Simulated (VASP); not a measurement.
KCl:

```xyz
2
Lattice="3.8392 0.0000 0.0000 0.0000 3.8392 0.0000 0.0000 0.0000 3.8392" Properties=species:S:1:pos:R:3 pbc="T T T"
K     0.0000    0.0000    0.0000
Cl    1.9196    1.9196    1.9196
```

Measurements of this composition are mostly on another form, of space group No. 225.

```yaml
Program: VASP 6.6.1
Task: single point
Functional: PBE
Potentials_or_basis: VASP PAW PBE potentials, release 64 (K_sv, Cl_h)
Cutoff: 1400 eV
k_mesh: 9 × 9 × 9
Occupations: gaussian, width 0.02 eV
Spin: no spin polarisation
```

On this cell: pressure 0.0 GPa; largest force zero by symmetry; band gap on the k mesh 4.81 eV, indirect (least direct gap 5.00 eV).

The same run follows on a disturbed copy (grid = ENCUT=1400 k=9x9x9 ISMEAR=0 SIGMA=0.02 PREC=Accurate EDIFF=1e-08 LREAL=False ADDGRID=False LASPH=True; atoms moved at random, drawn with an rms of 0.1 Å):

```
K Cl
1.0
     3.83920    0.00000    0.00000
     0.00000    3.83920    0.00000
     0.00000    0.00000    3.83920
K Cl
1 1
Cartesian
  0.1558 0.0155 0.0189
  1.9278 1.8960 1.9153
```

Task: What does the disturbed cell give?

Result: The energy moves by +3.9 meV/atom; pressure 0.2 GPa; largest force 0.102 eV/Å; band gap on the k mesh 4.81 eV, indirect (least direct gap 5.00 eV).

Forces in eV/Å, atoms in the order of the input:
```
K   -0.097 -0.028 -0.017
Cl   0.097  0.028  0.017
```

Stress tensor (GPa, compression positive):
```
0.13 0.07 0.04
0.07 0.16 0.01
0.04 0.01 0.16
```

Caveats: an odd mesh through Γ misses points on the zone boundary, where band edges often lie.
